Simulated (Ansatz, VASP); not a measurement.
## GaSb2 in VASP and in Ansatz

INCAR

```
PREC     = Accurate       # precision mode
ENCUT    = 600            # plane-wave cutoff, eV
EDIFF    = 1E-7           # SCF threshold, eV
ISMEAR   = 0              # smearing method
SIGMA    = 0.1            # smearing width, eV
LREAL    = False          # projectors in reciprocal space
LASPH    = True           # aspherical terms in the spheres
NELM     = 100            # most SCF steps
ALGO     = Normal         # electronic algorithm
ISIF     = 3              # what is computed and relaxed
LWAVE    = False          # write WAVECAR
LCHARG   = False          # write CHGCAR
GGA      = PE             # functional
IBRION   = 2              # ionic algorithm
NSW      = 100            # ionic steps
EDIFFG   = -0.01          # ionic threshold
```

File KPOINTS:

```
regular mesh
0
Gamma
  12 12 14
```

Contents of POSCAR:

```
GaSb2
1.0
    5.3833730015      0.0000000000      0.0000000000
   -2.6916865007      4.6621377773      0.0000000000
    0.0000000000      0.0000000000      3.1974683203
Ga Sb
1 2
Direct
    0.0000000000      0.0000000000      0.0000000000
    0.3333333333      0.6666666667      0.5000000000
    0.6666666667      0.3333333333      0.5000000000
```

Input for Ansatz:

```yaml
crystal:
  lattice:
    - [5.3833730015, 0.0, 0.0]
    - [-2.6916865007, 4.6621377773, 0.0]
    - [0.0, 0.0, 3.1974683203]
  atoms:
    - { symbol: Ga, position: [0.0, 0.0, 0.0] }
    - { symbol: Sb, position: [0.3333333333, 0.6666666667, 0.5] }
    - { symbol: Sb, position: [0.6666666667, 0.3333333333, 0.5] }
basis:
  ecutwfc: 420
kpoints:
  mp_grid: { grid: [12, 12, 14] }
hamiltonian:
  xc: pbe
scf:
  occupations: { method: gaussian, width: 0.1 }
output:
  forces: true
  stress: true
  eigenvalues: true
relax:
  adjacent_minimum: "off"
  f_tol: 0.01
  max_steps: 80
  cell: { stress_tol: 0.05 }
```

Change from the starting cell: species swapped into the HfB2 type (P6/mmm, No. 191).

Alike in both runs: task relaxation of cell and atoms; functional PBE; k mesh 12 × 12 × 14; occupations gaussian, width 0.1 eV; no spin polarisation.

|  | VASP | Ansatz |
| --- | --- | --- |
| version | VASP 6.6.1 | Ansatz 0.2.0 |
| potentials or method | VASP PAW PBE potentials, release 64 (Ga_d, Sb) | scalar-relativistic, plane waves, PAW |
| plane-wave cutoff (eV) | 600 | 420 |
| valence electrons in the cell | 23 | 43 |

```csv
,VASP,Ansatz,Ansatz less VASP
"gap on the k mesh at the Fermi level, each at its own relaxed structure (eV)",none,none,-
relaxed volume (Å³/atom),26.41,26.43,+0.025
relaxed cell length with the largest relative difference (Å),3.149,3.152,+0.0030
energy change over the relaxation (meV/atom),-2,-2,+0.1
```

A gap of «none» marks a metal or a gap that the smearing closes. The two sets of potentials don't hold the same shells in valence.

The runs have no spin-orbit coupling, so splittings on Sb are missing.
